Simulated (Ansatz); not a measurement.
## MgO, alloy series

Start from MgO in the rock salt structure (space group Fm-3m, No. 225; a = 4.214 Å).

The other end (x = 1) is MgC in the rock salt structure (space group Fm-3m, No. 225; a hypothetical phase, not in the database extracts checked): 12.03 Å³/atom, gap zero; this end may not be an ambient phase.

C replaces a fraction x of O; each row is one arrangement (x, atoms in the cell, starting space group or random), fully relaxed.

Calculations: Kohn–Sham DFT with the PBEsol functional, run in Ansatz (a quantum-chemistry and plane-wave program) with PAW and 420 eV plane waves, spin-orbit coupling left out.

Notes on the quantities. mixing energy: to 0.01 eV only: unlike meshes or grids; against an end that may be hypothetical.

```csv
change,mixing energy,largest site moment,volume per atom
base,–,0.00 μB,9.35 Å³
"x(C) = 0.25, 8 atoms, Pm-3m",+0.19 eV/atom,1.01 μB,…
"x(C) = 0.25, 8 atoms, C2/m",+0.13 eV/atom,0.69 μB,10.13 Å³
"x(C) = 0.25, 8 atoms, Pmmm",…,0.69 μB,10.15 Å³
"x(C) = 0.75, 8 atoms, Pmmm",+0.06 eV/atom,–,11.33 Å³
```

Task: What belongs in the blanks?

Result: 
- x(C) = 0.25, 8 atoms, Pm-3m, volume per atom: 10.21 Å³
- x(C) = 0.25, 8 atoms, Pmmm, mixing energy: +0.14 eV/atom

Other magnetic orders, which the real material may have, were not ruled out. Each cell is one ordered arrangement of few atoms, which overstates ordering effects compared with a random alloy. Stability against distortions was not tested. Spin-polarised in the final run: Mg4CO3; the other runs are not. Mg4C3O has a high density of states at the Fermi level and may be magnetic at this level.
